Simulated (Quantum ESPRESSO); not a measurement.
Crystal: NaCl.

```
Cl Na
1.0
     0.00000    2.79406    2.79406
     2.79406    0.00000    2.79406
     2.79406    2.79406    0.00000
Cl Na
1 1
Direct
  0.50000 0.50000 0.50000
  0.00000 0.00000 0.00000
```

The cell is a database's computed one.

Base run:

| Property | Result |
| --- | --- |
| Program | Quantum ESPRESSO 7.5 |
| Functional | WC |
| Potentials or basis | GBRV 1.5 PBE |
| Cutoff | 612 eV |
| Density cutoff | 4898 eV |
| k mesh | 6 × 6 × 6, shifted |
| Occupations | fermi-dirac, width 0.05 eV |
| Spin | no spin polarisation |

Its results: pressure 0.5 GPa; electronic dielectric tensor (diagonal) 2.58.

Question: The run is repeated on the same cell with these changes: functional from WC to PBE. What comes out?

Answer: Pressure 1.6 GPa; electronic dielectric tensor (diagonal) 2.53.

PBE binds less tightly than WC, so the same cell stands under more pressure.

Caveats: the potentials were made for another functional, which shifts forces and pressure (some runs).

Not every run made on this cell is shown here.
